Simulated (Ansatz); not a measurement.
# What spin–orbit coupling does to the bands of SnTe

```
Sn Te
1.0
     0.00000    3.15650    3.15650
     3.15650    0.00000    3.15650
     3.15650    3.15650    0.00000
Sn Te
1 1
Direct
  0.00000 0.00000 0.00000
  0.50000 0.50000 0.50000
```

Atom numbers follow the list: Sn1, Te2.

The cell is COD entry 9008726, as deposited and not checked against the literature; nothing was relaxed.

Methods: DFT, PBE, all-electron LAPW, scalar-relativistic (Ansatz 0.2.0); DFT, PBE, all-electron LAPW, Dirac equation with spin-orbit coupling (Ansatz 0.2.0).

Sampling and basis: a Γ-centred 11×11×11 k mesh, Fermi–Dirac smearing of 0.08 eV, basis error target 0.25 meV/atom, no spin polarisation.

Levels between -4 and 3 eV, each run counted from its own valence-band top. Scalar levels are listed once for both spins; with the coupling every spinor state is counted. Levels near the edges of the range can cross them.

Question: At Γ (0.000, 0.000, 0.000) the scalar-relativistic levels are -2.15 (×3). What are they with spin–orbit coupling?

Answer: -2.60 (×2), -1.76 (×4), 2.87 (×2).

Question: At W (0.500, 0.250, 0.750) the scalar-relativistic levels are -0.84, 0.83. What are they with spin–orbit coupling?

Answer: -0.73 (×2), 0.94 (×2).

Question: At U (0.625, 0.250, 0.625) the scalar-relativistic levels are -3.24, -2.72, 3.00. What are they with spin–orbit coupling?

Answer: -3.20 (×2), -2.53 (×2), 2.90 (×2).

Question: Without the coupling the gap is 0.08 eV, direct at L (0.5, 0.5, 0.5) (so small a gap may close at points that the mesh and path miss). And with it?

Answer: 0.24 eV, direct at L (0.5, 0.5, 0.5) (so small a gap may close at points that the mesh and path miss).
